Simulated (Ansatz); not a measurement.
Born–Oppenheimer molecular dynamics of a periodic cell of 15 atoms, BaTiO$_{3}$ (surface BaTiO3(001)). It goes on from the last frame of an earlier run, with new velocities.

Theory: Ansatz 0.2.0, DFT PBE-D3(BJ), scalar-relativistic, plane waves, PAW. Settings: PAW set soft_1, cutoff 420 eV, k mesh 2x2x1, fermi-dirac smearing 0.05 eV, no spin polarisation.

* ensemble: NVT, Langevin thermostat
* time step: 1 fs
* steps asked: 210
* set temperature: 600 K
* friction: 0.005 /fs
* atoms held: 1 to 5
* seed: 197921

First frame:

```xyz
15
Lattice="5.6540 0.0000 0.0000 -2.8270 4.8965 0.0000 0.0000 0.0000 18.7059" Properties=species:S:1:pos:R:3
Ba 0.000 0.000 1.000
Ti 0.000 3.264 2.070
O 0.000 4.869 1.095
O -1.390 2.462 1.095
O 1.390 2.462 1.095
Ba 2.853 1.594 2.952
Ti 0.015 -0.180 4.509
O 0.023 1.393 3.560
O 1.503 3.781 3.708
O -1.471 3.897 3.611
Ba 0.039 3.124 5.528
Ti 2.866 1.337 6.610
O 3.091 3.045 5.910
O 1.380 0.801 5.934
O 4.252 0.448 6.007
```

What does the run give?

The run went to its last step.

```json
{"steps done": "210", "time covered": "210 fs", "mean temperature over the second half": "827 K", "spread of the potential energy over the second half": "14.2 meV per atom", "mean potential energy of the second half above the start": "13.5 meV per atom"}
```

The mean temperature of the second half is 38 % above the set value. A run of 0.21 ps of so small a system gives no equilibrium averages. Limits of this set-up: coarse k mesh, thin slab, slab without dipole correction.

What happens to the structure?

Mean squared displacements from the first frame to the last: Ba 0.06 Å², Ti 0.06 Å², O 0.07 Å². The details hang on the random start.

How do temperature and energy run in time?


| time (fs) | T (K) | potential energy less start (eV) |
| --- | --- | --- |
| 0.0 | 600 | 0.000 |
| 7.0 | 687 | -0.174 |
| 14.0 | 751 | -0.159 |
| 21.0 | 708 | -0.173 |
| 28.0 | 777 | -0.072 |
| 35.0 | 554 | 0.201 |
| 42.0 | 532 | 0.223 |
| 49.0 | 554 | 0.343 |
| 56.0 | 331 | 0.547 |
| 63.0 | 372 | 0.506 |
| 70.0 | 363 | 0.565 |
| 77.0 | 440 | 0.506 |
| 84.0 | 523 | 0.378 |
| 91.0 | 569 | 0.381 |
| 98.0 | 692 | 0.259 |
| 105.0 | 861 | 0.119 |
| 112.0 | 1015 | -0.081 |
| 119.0 | 984 | -0.125 |
| 126.0 | 821 | 0.108 |
| 133.0 | 942 | 0.000 |
| 140.0 | 826 | 0.300 |
| 147.0 | 471 | 0.674 |
| 154.0 | 757 | 0.460 |
| 161.0 | 890 | 0.289 |
| 168.0 | 781 | 0.428 |
| 175.0 | 934 | 0.105 |
| 182.0 | 811 | 0.085 |
| 189.0 | 683 | 0.350 |
| 196.0 | 716 | 0.305 |
| 203.0 | 861 | 0.029 |
| 210.0 | 867 | 0.168 |

The run took 23 min on 1 thread of Intel(R) Xeon(R) Platinum 8488C (Sapphire Rapids), with other jobs on the host, peak memory 0.89 GiB.
